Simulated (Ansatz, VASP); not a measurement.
Sn: VASP beside Ansatz

```
Sn
1.0
    -2.91964    2.91964    1.59380
     2.91964   -2.91964    1.59380
     2.91964    2.91964   -1.59380
Sn
2
Direct
  0.00000 0.00000 0.00000
  0.75000 0.25000 0.50000
```

Alike in both runs: task single point; functional PBEsol; k mesh 6 × 6 × 6; occupations gaussian, width 0.1 eV; no spin polarisation.

|  | VASP | Ansatz |
| --- | --- | --- |
| version | VASP 6.6.1 | Ansatz 0.2.0 |
| potentials or method | VASP PAW PBE potentials, release 64 (Sn_d) | scalar-relativistic, plane waves, PAW |
| plane-wave cutoff (eV) | 520 | 420 |
| valence electrons in the cell | 28 | 28 |

Ansatz gave:

| Property | Result |
| --- | --- |
| gap on the k mesh at the Fermi level (eV) | none |
| pressure (GPa) | -0.6 |
| largest component of the traceless stress (GPa) | 1.34 |

Question: What did VASP give for the same quantities?

Answer: gap on the k mesh at the Fermi level (eV): none; pressure (GPa): -0.7; largest component of the traceless stress (GPa): 1.33.

A gap of «none» marks a metal or a gap that the smearing closes. The functional is the same, so the differences come from potentials, cutoffs and numerics.

Caveats: the k mesh is coarse (spacing up to 0.37 Å⁻¹), so the values aren't converged; the PAW data sets were made with another functional, which shifts forces and pressure a little (VASP).
